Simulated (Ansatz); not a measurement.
# Si: one candidate of a structure search

Where does this trial cell of Si go when cell and atoms are let free?

Program: Ansatz 0.2.0. Level of theory: DFT PBE, scalar-relativistic, plane waves, PAW. These are calculated values, not measurements.

**1. The structure to begin with**

The structure is orthorhombic, space group Cmce (No. 64). The conventional cell has a = 6.304 Å, b = 7.170 Å, c = 6.288 Å, α = 90.00°, β = 90.00°, γ = 90.00°. Si (site symmetry 1) is surrounded by 4 Si at 2.18 to 2.24 Å.

Coordinates:

```xyz
8
Lattice="3.1522 -3.5851 0.0000 3.1522 3.5851 0.0000 0.0000 0.0000 6.2878" Properties=species:S:1:pos:R:3 pbc="T T T"
Si    1.0912   -0.9593    2.5750
Si    2.0609   -0.9593    0.5689
Si    1.0912    0.9593    3.7128
Si    2.0609    0.9593    5.7189
Si    5.2131   -0.9593    2.5750
Si    5.2131    0.9593    3.7128
Si    4.2434   -0.9593    0.5689
Si    4.2434    0.9593    5.7189
```

The cell is invented: 4-connected net of one element (Cmce, No. 64). Its size is a rough estimate.

**2. The guess as it stands, on a coarse mesh**

The input, input.yaml:

```yaml
crystal:
  lattice:
    - [3.15215034, -3.58508335, 0.0]
    - [3.15215034, 3.58508335, 0.0]
    - [0.0, 0.0, 6.28781419]
  atoms:
    - { symbol: Si, position: [0.3068769, 0.03930053, 0.40952003] }
    - { symbol: Si, position: [0.46069947, 0.1931231, 0.09047997] }
    - { symbol: Si, position: [0.03930053, 0.3068769, 0.59047997] }
    - { symbol: Si, position: [0.1931231, 0.46069947, 0.90952003] }
    - { symbol: Si, position: [0.96069947, 0.6931231, 0.40952003] }
    - { symbol: Si, position: [0.6931231, 0.96069947, 0.59047997] }
    - { symbol: Si, position: [0.8068769, 0.53930053, 0.09047997] }
    - { symbol: Si, position: [0.53930053, 0.8068769, 0.90952003] }
basis:
  ecutwfc: 420
kpoints:
  mp_grid: { grid: [4, 4, 4] }
hamiltonian:
  xc: pbe
scf:
  occupations: { method: gaussian, width: 0.1 }
  lower_state_search: "off"
output:
  forces: true
  stress: true
  eigenvalues: true
```

The run is started by

```console
ansatz run input.yaml --threads 1 --pin off --max-ram 2560MiB --backend cpu --events-out ev --progress --plain --runs-dir out
```

The session goes on with these runs: a loose first relaxation; full relaxation.

What does the calculation give? Wanted: conventional cell; volume; energy over the standard state; gap on the mesh.

**Answer**, as computed:

| quantity | value |
| --- | --- |
| symmetry at the end (tolerance 0.02 Å) | space group Cmce (No. 64) |
| conventional cell | a = 6.669 Å, b = 7.734 Å, c = 6.706 Å, α = 90.00°, β = 90.00°, γ = 90.00° |
| volume | 21.62 Å³/atom |
| energy over the standard state | +0.10 eV/atom |
| gap on the mesh | 0.65 eV |

The space group Cmce (No. 64) is kept, and the volume per atom grows by 21.7 % from the first guess. It lies above the element's standard state, so it is metastable at best. No finished test with a distortion of lower symmetry is shown, so the end may be a saddle point.
